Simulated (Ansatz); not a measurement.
This was printed by a script on Ansatz's Python interface, for a single point of Si2Ni (distorted cell). What did the script look like? Level of theory: PBE, PAW, the default cutoff (420 eV here), 5×5×5 k-points, Fermi-Dirac smearing of 0.15 eV, collinear spin.

```cif
data_structure
_symmetry_space_group_name_H-M 'P 1'
_symmetry_Int_Tables_number 1
_cell_length_a 3.8161
_cell_length_b 3.8317
_cell_length_c 3.8275
_cell_angle_alpha 60.846
_cell_angle_beta 60.171
_cell_angle_gamma 60.254
_cell_volume 39.95
loop_
_atom_site_label
_atom_site_type_symbol
_atom_site_fract_x
_atom_site_fract_y
_atom_site_fract_z
_atom_site_occupancy
Si1 Si 0.26158 0.17813 0.26518 1
Si2 Si 0.73553 0.76461 0.75655 1
Ni1 Ni 0.01491 0.95361 0.99612 1
```

`python scf_si2ni.py` gives:
```text
  iteration   1  Harris-Foulkes -7111.63767 eV  residual 1.44e+00
  iteration   2  Harris-Foulkes -7111.00404 eV  residual 1.21e+00
  iteration   3  Harris-Foulkes -7112.59286 eV  residual 1.04e+00
  iteration   4  Harris-Foulkes -7112.18806 eV  residual 3.94e-01
  iteration   5  Harris-Foulkes -7112.11905 eV  residual 1.77e-02
  iteration   6  Harris-Foulkes -7112.12540 eV  residual 1.37e-02
  iteration   7  Harris-Foulkes -7112.12562 eV  residual 2.69e-04
  iteration   8  Harris-Foulkes -7112.12577 eV  residual 5.87e-05
  iteration   9  Harris-Foulkes -7112.12577 eV  residual 1.11e-05
  iteration  10  Harris-Foulkes -7112.12577 eV  residual 3.42e-07
  iteration  11  Harris-Foulkes -7112.12577 eV  residual 4.46e-10
  iteration  12  Harris-Foulkes -7112.12577 eV  residual 2.78e-09
RunWarning: the starting moments were not kept: the SCF closed with an absolute magnetisation of 7.3e-7 μB, where they sum to 2 μB in size (1 site). That is at most 0.1 of that sum. Measured as dr2_m [...]
F = E - TS                -7112.12577 eV
E                         -7112.04094 eV
Harris-Foulkes            -7112.12577 eV
Fermi level                  12.99572 eV
  atom  charge (e)  volume (A^3)
0   Si       0.407        13.409
1   Si       0.448        13.281
2   Ni      -0.856        13.259
sum of charges 0.0  sum of volumes 39.95
principal stresses (GPa, compression positive): [-4.944  7.372 13.75 ]
mean 5.393 GPa, von Mises 16.459 GPa, PV = 1.3446 eV
  atom      fx      fy      fz
0   Si  0.8409 -0.3839  0.8101
1   Si -1.6675  0.1749 -0.7411
2   Ni  0.8265  0.2090 -0.0690
{'e_kinetic': 370.906, 'e_hartree': 2131.096, 'e_xc': -199.372, 'e_local': -4930.068, 'e_nonlocal': 680.161}
```
(Warnings from the package without file and line, shortened.)

One script that gives this output:

`scf_si2ni.py`:
```python
'''Self-consistent field of Si2Ni at the given structure, distorted.'''

import warnings

import ansatz
import numpy as np
import pandas as pd

warnings.simplefilter('ignore', ansatz.DeckWarning)

lattice = ansatz.Lattice.of(
    [-0.00393, 2.69933, 2.69741],
    [2.69918, -0.02596, 2.71944],
    [2.69532, 2.7175, -0.02211],
)
sites = [
    ('Si', [0.26158, 0.17813, 0.26518]),
    ('Si', [0.73553, 0.76461, 0.75655]),
    ('Ni', [0.01491, 0.95361, 0.99612]),
]
structure = ansatz.Crystal(lattice=lattice)
for symbol, position in sites:
    structure = structure.atom(symbol, position)
structure = structure.moments(Ni=2.0)

# functional, basis and sampling
calculation = (
    structure.calculation()
    .functional('PBE')
    .pseudopotentials('paw')
    .kpoints(5)
    .occupations('fermi_dirac', width=150 * ansatz.meV)
    .spin(ansatz.SpinTreatment.COLLINEAR)
    .bader_charges()
    .stress()
    .forces()
)
def show(event):
    row = event['data']
    if event['event'] == 'scf_iter' and row.get('harris_foulkes_ev') is not None:
        print(f'  iteration {row["iter"]:3d}  Harris-Foulkes {row["harris_foulkes_ev"]:.5f} eV  residual {row["dr2_ev"]:.2e}')


out = calculation.session().plan().execute(on_event=show)
summary = out.report

print('%-22s %14.5f eV' % ('F = E - TS', summary['free_energy_ev']))
print('%-22s %14.5f eV' % ('E', summary['internal_energy_ev']))
print('%-22s %14.5f eV' % ('Harris-Foulkes', summary['harris_foulkes_ev']))
print('%-22s %14.5f eV' % ('Fermi level', summary['fermi_energy_ev']))

basins = out.bader_charges()
frame = pd.DataFrame([(a.symbol, a.partial_charge_e, a.basin.volume_ang3) for a in basins.atoms], columns=['atom', 'charge (e)', 'volume (A^3)'])
print(frame.round(3).to_string())
print('sum of charges', round(frame['charge (e)'].sum(), 4), ' sum of volumes', round(frame['volume (A^3)'].sum(), 3))

# principal values and the von Mises stress of the deviator
principal = np.linalg.eigvalsh(np.array(summary['stress_gpa']))
mises = np.sqrt(0.5 * sum((principal[i] - principal[i - 1]) ** 2 for i in range(3)))
print('principal stresses (GPa, compression positive):', np.round(principal, 3))
print(f'mean {principal.mean():.3f} GPa, von Mises {mises:.3f} GPa, PV = {principal.mean() * summary["setup"]["cell_volume_ang3"] / 160.21766:.4f} eV')

# forces in eV per angstrom
table = pd.DataFrame(summary['forces_ev_ang'], columns=['fx', 'fy', 'fz'])
table.insert(0, 'atom', [site['symbol'] for site in summary['lattice']['sites']])
print(table.round(4).to_string())

terms = summary['components']
print({name: round(terms[name], 3) for name in ('e_kinetic', 'e_hartree', 'e_xc', 'e_local', 'e_nonlocal')})
```

Reading the output:
- Total energies depend on the potentials; only differences at equal settings carry meaning. A total without «per atom» is that of the cell as typed.
- The SCF didn't keep the moments it started from (some shrank, vanished or turned); what is printed is the state reached.
- The energy terms are those on the plane-wave grid, with the one-centre PAW part apart; the terms shown are only some of the summands, so they needn't add up to F.
- For a metal this k-point mesh is coarse: on a finer one energies can move by several to tens of meV an atom and pressures by half a GPa or more, differences at one mesh by less.
- The zero of the levels is a convention of the potentials, so an absolute Fermi energy is no work function.
- Bader volumes count only the part of each basin above a small density, so their sum can fall short of the cell.
- A Fermi-Dirac width this large means warm electrons, whose thermal share enters the free energy.
- The cell is a database structure, distorted on purpose.
- The script silences the warnings on its input, which a real study should read.
- Finished in 56 s on 1 thread of Arm Neoverse V1, with other jobs on the host, peak memory 0.49 GiB.

(Lines on the test bed's own set-up are left out of the output.)
